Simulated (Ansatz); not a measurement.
**ZnS (Wurtzite-6H) under changes of volume**

One of the cells (19.600 Å³/atom); the others are scaled copies at fixed shape and fractional positions:

```
CELL_PARAMETERS angstrom
3.81200 0.00000 0.00000
-1.90600 3.30129 0.00000
0.00000 0.00000 18.68999
ATOMIC_POSITIONS crystal
Zn 0.33333 0.66667 0.83333
Zn 0.66667 0.33333 0.33333
Zn 0.66667 0.33333 0.66667
Zn 0.33333 0.66667 0.16667
Zn 0.00000 0.00000 0.50000
Zn 0.00000 0.00000 0.00000
S 0.33333 0.66667 0.95833
S 0.66667 0.33333 0.45833
S 0.66667 0.33333 0.79167
S 0.33333 0.66667 0.29167
S 0.00000 0.00000 0.62500
S 0.00000 0.00000 0.12500
```

| Quantity | Value |
| --- | --- |
| Program | Ansatz 0.2.0 |
| Functional | r2SCAN |
| Dispersion | rVV10 |
| Potentials or basis | Ansatz PAW |
| Cutoff | 500 eV (not typed: the program's choice for these potentials) |
| k mesh | 8 × 8 × 2 |
| Occupations | fermi-dirac, width 0.05 eV |
| Spin | no spin polarisation |

```tsv
volume (Å³/atom)	energy over the lowest point (meV/atom)	pressure (GPa)	gap on the mesh (eV)	largest force (eV/Å)
18.424	11.89	4.4	2.96	0.042
18.816	3.61	2.4	2.86	0.039
19.208	0.00	0.6	2.76	0.035
19.600	0.58	-1.0	2.67	0.032
19.992	4.92	-2.5	2.58	0.029
20.384	?	?	?	?
20.776	23.38	-5.0	2.40	0.024
```

Q: What does the run at 20.384 Å³/atom give?

A: Energy over the lowest point 12.64 meV/atom; pressure -3.8 GPa; gap on the mesh 2.49 eV; largest force 0.026 eV/Å.

Worked out: A Birch-Murnaghan fit of order 3 (a polynomial in V^(-2/3)) to the other rows has its minimum at 19.35 Å³/atom with B0 = V·E''(V) = 81 GPa and B' = 4.3 at fixed shape and positions, which overstates the stiffness. It gives 12.63 meV/atom at 20.384 Å³/atom, against the run's 12.64, and -dE/dV = -3.8 GPa, against -3.8. A straight line through the other rows of the gap, of slope -4.65 eV per unit of ln V (its deformation potential), gives 2.49 eV, against the run's 2.49.

Energies are extrapolated to zero smearing.

Caveats: the cell's inner coordinates are idealised or old, which leaves forces on the atoms; the PAW data sets come from PBE, with cores solved anew for the run's functional, which leaves a small shift of forces and pressure.

A mesh can miss the band edges.
